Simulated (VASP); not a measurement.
# ZrS2 in VASP: a series of runs

The runs below take ZrS2 through relaxation of cell and atoms, with PBE+D3(BJ), PBE.

All numbers are computed with VASP 6.6.1; they aren't measurements. Logs are shortened: lines on timing, memory, paths and dates and some standing lists are left out, and cuts for length are marked.

## 1. The structure

The cell holds a slab with vacuum, 6 atoms: a = 3.641 Å, b = 3.641 Å, c = 26.916 Å, α = 90.00°, β = 90.00°, γ = 120.00°.

## 2. Relaxation of cell and atoms, PBE+D3(BJ)

Input file INCAR:

```
PREC = Accurate
ENCUT = 600
EDIFF = 1E-7
ISMEAR = 0
SIGMA = 0.03
LREAL = F
LASPH = T
NELM = 80
ALGO = Normal
ISIF = 3
LWAVE = F
LCHARG = F
GGA = PE
IVDW = 12
IBRION = 2
NSW = 90
EDIFFG = -0.005
LATTICE_CONSTRAINTS = .TRUE. .TRUE. .FALSE.
KPAR = 2
```

Input file KPOINTS:

```
regular mesh
0
Gamma
  9 9 1
```

Input file POSCAR:

```
ZrS2                                    
1.0
    3.6407713648     -0.0000000001      0.0000000000
   -1.8203856776      3.1530004881      0.0000000000
    0.0000000000      0.0000000000     26.9155419100
  S               Zr            
     4     2
Direct
     0.6666666699999979    0.3333333400000029    0.3387989035096342
     0.3333333300000021    0.6666666599999971    0.4473796312796124
     0.6666666699999979    0.3333333400000029    0.5526203687203874
     0.3333333300000021    0.6666666599999971    0.6612010964903657
     0.0000000000000000    1.0000000000000000    0.3931476179019300
     0.0000000000000000    1.0000000000000000    0.6068523820980697
```

Potentials or basis: VASP PAW PBE potentials, release 64 (S, Zr_sv).

Started as:

```
cat potpaw_PBE.64/S/POTCAR potpaw_PBE.64/Zr_sv/POTCAR > POTCAR
mpirun -np 2 vasp_std > vasp.out
```

OUTCAR:

```text
PREC = Accurate
   ENCUT = 600
   EDIFF = 1E-7
   ISMEAR = 0
   LREAL = F
   LASPH = T
   NELM = 80
   ISIF = 3
   GGA = PE
   IVDW = 12
   IBRION = 2
   NSW = 90
   EDIFFG = -0.005
 IVDW          = 12

 ion  position               nearest neighbor table
   1  0.667  0.333  0.339-   5 2.56   5 2.56   5 2.56
   2  0.333  0.667  0.447-   5 2.56   5 2.56   5 2.56
   3  0.667  0.333  0.553-   6 2.56   6 2.56   6 2.56
   4  0.333  0.667  0.661-   6 2.56   6 2.56   6 2.56
   5  0.000  0.000  0.393-   2 2.56   2 2.56   2 2.56   1 2.56   1 2.56   1 2.56
   6  0.000  0.000  0.607-   3 2.56   3 2.56   3 2.56   4 2.56   4 2.56   4 2.56

  LATTYP: Found a hexagonal cell.
 ALAT       =     3.6407713648
 C/A-ratio  =     7.3928130094

  Lattice vectors:

 A1 = (   3.6407713648,  -0.0000000001,   0.0000000000)
 A2 = (  -1.8203856776,   3.1530004881,   0.0000000000)
 A3 = (   0.0000000000,   0.0000000000,  26.9155419100)

Analysis of symmetry for initial positions (statically):
=====================================================================
 Subroutine PRICEL returns:
 Original cell was already a primitive cell.

 Routine SETGRP: Setting up the symmetry group for a
 hexagonal supercell.

 Subroutine GETGRP returns: Found 12 space group operations
 (whereof 12 operations were pure point group operations)
 out of a pool of 24 trial point group operations.

The static configuration has the point symmetry D_3d.

Analysis of symmetry for dynamics (positions and initial velocities):
=====================================================================
 Subroutine PRICEL returns:
 Original cell was already a primitive cell.

 Routine SETGRP: Setting up the symmetry group for a
 hexagonal supercell.

 Subroutine GETGRP returns: Found 12 space group operations
 (whereof 12 operations were pure point group operations)
 out of a pool of 24 trial point group operations.

The dynamic configuration has the point symmetry D_3d.

 Subroutine INISYM returns: Found 12 space group operations
 (whereof 12 operations are pure point group operations),
 and found     1 'primitive' translations

----------------------------------------------------------------------------------------

                                     Primitive cell

  volume of cell :     308.9730

  direct lattice vectors                    reciprocal lattice vectors
     3.640771365 -0.000000000  0.000000000     0.274667069  0.158579106  0.000000000
    -1.820385678  3.153000488  0.000000000     0.000000000  0.317158213  0.000000000
     0.000000000  0.000000000 26.915541910     0.000000000  0.000000000  0.037153255

  length of vectors
     3.640771365  3.640771360 26.915541910     0.317158212  0.317158213  0.037153255

  position of ions in fractional coordinates (direct lattice)
     0.666666670  0.333333340  0.338798904
     0.333333330  0.666666660  0.447379631
     0.666666670  0.333333340  0.552620369
     0.333333330  0.666666660  0.661201096
     0.000000000  0.000000000  0.393147618
     0.000000000  0.000000000  0.606852382

  ion indices of the primitive-cell ions
   primitive index   ion index
                 1           1
                 2           2
                 3           3
                 4           4
                 5           5
                 6           6

----------------------------------------------------------------------------------------

 KPOINTS: regular mesh

[... 63 lines left out ...]
   TEBEG  =    0.0;   TEEND  =   0.0 temperature during run
   PSTRESS=    0.0 pullay stress
   NELECT =      48.0000    total number of electrons
   NUPDOWN=      -1.0000    fix difference up-down
   EMIN   =  10.00;   EMAX   =-10.00  energy-range for DOS
   EFERMI =   0.00;   METHOD = LEGACY
   ISMEAR =     0;   SIGMA  =   0.03  broadening in eV -4-tet -1-fermi 0-gaus
   EFERMI_NEDOS =   21; number of points for ismear=-14 and -15
   IALGO  =     38    algorithm
   IMIX   =      4    mixing-type and parameters
     AMIX     =   0.40;   BMIX     =  1.00
     AMIX_MAG =   1.60;   BMIX_MAG =  1.00
  volume/ion in A,a.u.               =      51.50       347.51
  Fermi-wavevector in a.u.,A,eV,Ry     =   0.880066  1.663083 10.537923  0.774515
  Thomas-Fermi vector in A             =   2.000375
   LORBIT       =      0    0 simple, 1 ext, 2 COOP (PROOUT), +10 PAW based schemes
   GGA     = PE    functional components
   LHFCALC =     F    Hartree Fock is set to
   AEXX    =    0.0000 exact exchange contribution
   IVDW    =    12    specifies the selected vdW correction
   LEPSILON=     F    determine dielectric tensor
   LRPA    =     F    only Hartree local field effects (RPA)
 conjugate gradient relaxation of ions
 non-spin polarized calculation
 Gauss-broadening in eV      SIGMA  =   0.03
  energy-cutoff  :      600.00
  volume of cell :      308.97
 maximum number of plane-waves:     10361
 NGX is ok and might be reduce to    30
   NGX = 15   NGY = 15   NGZ =107

--------------------------------------- Ionic step        1  -------------------------------------------

 number of electron      48.0000000 magnetization

 Free energy of the ion-electron system (eV)
  ---------------------------------------------------
  ext. energy  EPLUGINS =         0.00000000
  ---------------------------------------------------
  free energy    TOTEN  =       -42.80082949 eV

  energy without entropy =      -42.80082949  energy(sigma->0) =      -42.80082949

------------------------ aborting loop because EDIFF is reached ----------------------------------------

 Edisp (eV)   -1.80547

 E8    (eV) :    -0.7926

  FORCE on cell =-STRESS in cart. coord.  units (eV):
  Direction    XX          YY          ZZ          XY          YZ          ZX
  --------------------------------------------------------------------------------------
  -------------------------------------------------------------------------------------
  Total      -0.01496    -0.01496    -0.07837    -0.00000     0.00000    -0.00000
  in kB      -0.07759    -0.07759    -0.40641    -0.00000     0.00000    -0.00000
  external pressure =       -0.19 kB  Pullay stress =        0.00 kB

 VOLUME and BASIS-vectors are now :
 -----------------------------------------------------------------------------
  energy-cutoff  :      600.00
  volume of cell :      308.97
      direct lattice vectors                 reciprocal lattice vectors
     3.640771365 -0.000000000  0.000000000     0.274667069  0.158579106  0.000000000
    -1.820385678  3.153000488  0.000000000     0.000000000  0.317158213  0.000000000
     0.000000000  0.000000000 26.915541910     0.000000000  0.000000000  0.037153255

 POSITION                                       TOTAL-FORCE (eV/Angst)
 -----------------------------------------------------------------------------------
      1.82039      1.05100      9.11896         0.000000      0.000000      0.005886
      0.00000      2.10200     12.04147        -0.000000      0.000000     -0.001304
      1.82039      1.05100     14.87408         0.000000     -0.000000      0.001304
      0.00000      2.10200     17.79659        -0.000000     -0.000000     -0.005886
      0.00000      0.00000     10.58178        -0.000000     -0.000000      0.000046
      0.00000      0.00000     16.33376        -0.000000     -0.000000     -0.000046
 -----------------------------------------------------------------------------------
    total drift:                               -0.000000     -0.000000     -0.000000

  FREE ENERGIE OF THE ION-ELECTRON SYSTEM (eV)
  ---------------------------------------------------
  free  energy   TOTEN  =       -44.6063018850 eV

  energy  without entropy=      -44.6063018850  energy(sigma->0) =      -44.60630188

--------------------------------------- Ionic step        2  -------------------------------------------

 number of electron      48.0000000 magnetization

 Free energy of the ion-electron system (eV)
  ---------------------------------------------------
  ext. energy  EPLUGINS =         0.00000000
  ---------------------------------------------------
  free energy    TOTEN  =       -42.80032027 eV

  energy without entropy =      -42.80032027  energy(sigma->0) =      -42.80032027

 E-fermi :  -1.4171     XC(G=0):  -4.5407

 val. band max:       -1.5514041941   @ k =   0.0000   0.0000   0.0000
 cond. band min:      -0.5218773679   @ k =   0.4444   0.0000   0.0000
 fundamental gap:      1.0295268262
 Fermi energy:        -1.4171380418

 k-point     1 :       0.0000    0.0000    0.0000
  band No.  band energies     occupation
      1     -50.4180      2.00000
      2     -50.4180      2.00000
      3     -28.4903      2.00000
      4     -28.4899      2.00000
      5     -28.3271      2.00000
      6     -28.3271      2.00000
[... 361 lines left out ...]
     27       1.4849      0.00000
     28       1.4850      0.00000

------------------------ aborting loop because EDIFF is reached ----------------------------------------

 Edisp (eV)   -1.80598

 E8    (eV) :    -0.7928

  FORCE on cell =-STRESS in cart. coord.  units (eV):
  Direction    XX          YY          ZZ          XY          YZ          ZX
  --------------------------------------------------------------------------------------
  -------------------------------------------------------------------------------------
  Total       0.01475     0.01475    -0.05383     0.00000    -0.00000     0.00000
  in kB       0.07652     0.07652    -0.27918     0.00000    -0.00000     0.00000
  external pressure =       -0.04 kB  Pullay stress =        0.00 kB

 VOLUME and BASIS-vectors are now :
 -----------------------------------------------------------------------------
  energy-cutoff  :      600.00
  volume of cell :      308.90
      direct lattice vectors                 reciprocal lattice vectors
     3.640333332 -0.000000000  0.000000000     0.274700119  0.158598187  0.000000000
    -1.820166661  3.152621141  0.000000000     0.000000000  0.317196376  0.000000000
     0.000000000  0.000000000 26.915541910     0.000000000  0.000000000  0.037153255

 POSITION                                       TOTAL-FORCE (eV/Angst)
 -----------------------------------------------------------------------------------
      1.82017      1.05087      9.11924        -0.000000      0.000000      0.000668
      0.00000      2.10175     12.04140         0.000000      0.000000      0.002197
      1.82017      1.05087     14.87414         0.000000     -0.000000     -0.002197
      0.00000      2.10175     17.79630        -0.000000     -0.000000     -0.000668
      1.82017      3.15262     10.58178        -0.000000     -0.000000      0.001867
      1.82017      3.15262     16.33376        -0.000000      0.000000     -0.001867
 -----------------------------------------------------------------------------------
    total drift:                                0.000000      0.000000     -0.000000

  FREE ENERGIE OF THE ION-ELECTRON SYSTEM (eV)
  ---------------------------------------------------
  free  energy   TOTEN  =       -44.6063041727 eV

  energy  without entropy=      -44.6063041727  energy(sigma->0) =      -44.60630417

 reached required accuracy - stopping structural energy minimisation
```

It took 90 s on 2 MPI ranks of Intel Xeon 6975P-C (Granite Rapids), shared host; peak memory 0.55 GiB.

What came out:

* Free energy: -44.6063 eV
* Relaxed volume: 51.48 Å³/atom
* Relaxed cell: a = 3.640 Å, b = 3.640 Å, c = 26.916 Å, α = 90.00°, β = 90.00°, γ = 120.00°
* Space group after relaxing (to 0.05 Å): P-3m1 (No. 164)
* Energy gained by relaxing: 0.0 meV/atom
* Ionic steps: 2
* Band gap on the k mesh: 1.03 eV, indirect (least direct gap 1.65 eV)
* Dispersion energy per atom: -0.301 eV

Forces on the atoms (eV/Å):
```
S    0.000  0.000  0.001
S    0.000  0.000  0.002
S    0.000  0.000 -0.002
S    0.000  0.000 -0.001
Zr   0.000  0.000  0.002
Zr   0.000  0.000 -0.002
```

Final structure:
```yaml
crystal:
  lattice:
    - [3.64033, 0.00000, 0.00000]
    - [-1.82017, 3.15262, 0.00000]
    - [0.00000, 0.00000, 26.91554]
  atoms:
    - { symbol: S, position: [0.66667, 0.33333, 0.33881] }
    - { symbol: S, position: [0.33333, 0.66667, 0.44738] }
    - { symbol: S, position: [0.66667, 0.33333, 0.55262] }
    - { symbol: S, position: [0.33333, 0.66667, 0.66119] }
    - { symbol: Zr, position: [0.00000, 0.00000, 0.39315] }
    - { symbol: Zr, position: [0.00000, 0.00000, 0.60685] }
```

## 3. Relaxation of cell and atoms, PBE+D3(BJ)

This run uses another cell than the first one, of 52.94 Å³/atom, 1.028 times its volume.

Input file INCAR:

```
SYSTEM = ZrS2
PREC = Accurate
ENCUT = 600
EDIFF = 1E-6
ISMEAR = 0
SIGMA = 0.03
LREAL = .False.
LASPH = .True.
NELM = 80
ALGO = Normal
ISIF = 3
LWAVE = .False.
LCHARG = .False.
GGA = PE
IVDW = 12
IBRION = 2
NSW = 90
EDIFFG = -0.01
LATTICE_CONSTRAINTS = .TRUE. .TRUE. .FALSE.
KPAR = 2
```

Input file KPOINTS:

```
Automatic mesh
0
Gamma
  9 9 1
  0 0 0
```

Input file POSCAR:

```
ZrS2
1.0
    3.6913825500      0.0000000000      0.0000000000
   -1.8456912700      3.1968310600      0.0000000000
    0.0000000000      0.0000000000     26.9155419100
S Zr
4 2
Direct
    0.6666666700      0.3333333400      0.3343793000
    0.3333333300      0.6666666600      0.4411750300
    0.6666666700      0.3333333400      0.5588249700
    0.3333333300      0.6666666600      0.6656207000
    0.0000000000      0.0000000000      0.3877771600
    0.0000000000      0.0000000000      0.6122228400
```

Potentials or basis: VASP PAW PBE potentials, release 64 (S, Zr_sv).

Started as:

```
cat potpaw_PBE.64/S/POTCAR potpaw_PBE.64/Zr_sv/POTCAR > POTCAR
mpirun -np 2 vasp_std > vasp.out
```

Wall time 12 min (2 MPI ranks of Intel Xeon 6975P-C (Granite Rapids), shared host); peak memory 0.54 GiB.

It converged, with:

```yaml
Free_energy: -44.6068 eV
Relaxed_volume: 51.50 Å³/atom
Relaxed_cell: a = 3.641 Å, b = 3.641 Å, c = 26.916 Å, α = 90.00°, β = 90.00°, γ = 120.00°
Space_group_after_relaxing_to_0.05_Å: P-3m1 (No. 164)
Energy_gained_by_relaxing: 7.6 meV/atom
Ionic_steps: 28
Largest_force_after_relaxing: 0.005 eV/Å
Band_gap_on_the_k_mesh: 1.03 eV, indirect (least direct gap 1.65 eV)
Dispersion_energy_per_atom: -0.301 eV
```

Forces in eV/Å, atoms in the order of the input:
```
S    0.000  0.000  0.005
S    0.000  0.000 -0.001
S    0.000  0.000  0.001
S    0.000  0.000 -0.005
Zr   0.000  0.000  0.001
Zr   0.000  0.000 -0.001
```

Step by step:
```
step  energy change (eV)  largest force (eV/Å)  pressure (GPa)  volume (Å³)
   1              0.0000                0.0708           -0.66       317.62
   2             -0.0128                0.3392            0.53       308.72
   3             -0.0170                0.2479            0.12       311.65
   4             -0.0241                0.1721            0.03       310.47
   5             -0.0293                0.0519           -0.11       308.29
   6             -0.0293                0.0479           -0.10       308.35
   7             -0.0297                0.0425           -0.12       308.53
   8             -0.0304                0.1020           -0.19       309.05
   9             -0.0295                0.2252           -0.34       310.10
  10             -0.0305                0.1340           -0.24       309.32
  11             -0.0306                0.1348           -0.24       309.31
  12             -0.0309                0.1359           -0.23       309.30
  13             -0.0314                0.1401           -0.22       309.27
  14             -0.0324                0.1478           -0.19       309.21
  15             -0.0342                0.1663           -0.14       309.08
  16             -0.0369                0.1995           -0.04       308.83
  17             -0.0387                0.2660            0.18       308.34
  18             -0.0397                0.2470            0.17       308.45
  19             -0.0422                0.1932            0.14       308.79
  20             -0.0447                0.1026            0.09       309.47
  21             -0.0448                0.0889            0.08       309.62
  22             -0.0451                0.0753            0.06       309.64
  23             -0.0456                0.0316           -0.01       309.69
  24             -0.0456                0.0135           -0.04       309.71
  25             -0.0457                0.0141           -0.01       309.42
  26             -0.0458                0.0223            0.01       309.16
  27             -0.0458                0.0163            0.00       309.11
  28             -0.0458                0.0054           -0.03       308.97
```

Final structure:
```
S Zr
1.0
     3.64077    0.00000    0.00000
    -1.82039    3.15300    0.00000
     0.00000    0.00000   26.91554
S Zr
4 2
Direct
  0.66667 0.33333 0.33880
  0.33333 0.66667 0.44738
  0.66667 0.33333 0.55262
  0.33333 0.66667 0.66120
  0.00000 0.00000 0.39315
  0.00000 0.00000 0.60685
```

Levels at points of the mesh, in eV from the valence-band top:
```csv
k point,band 22,band 23,band 24,band 25,band 26,band 27
"(0.00, 0.00, 0.00)",-0.10,0.00,0.00,1.65,1.65,1.67
```

(Part 1 of 2 ends here.)
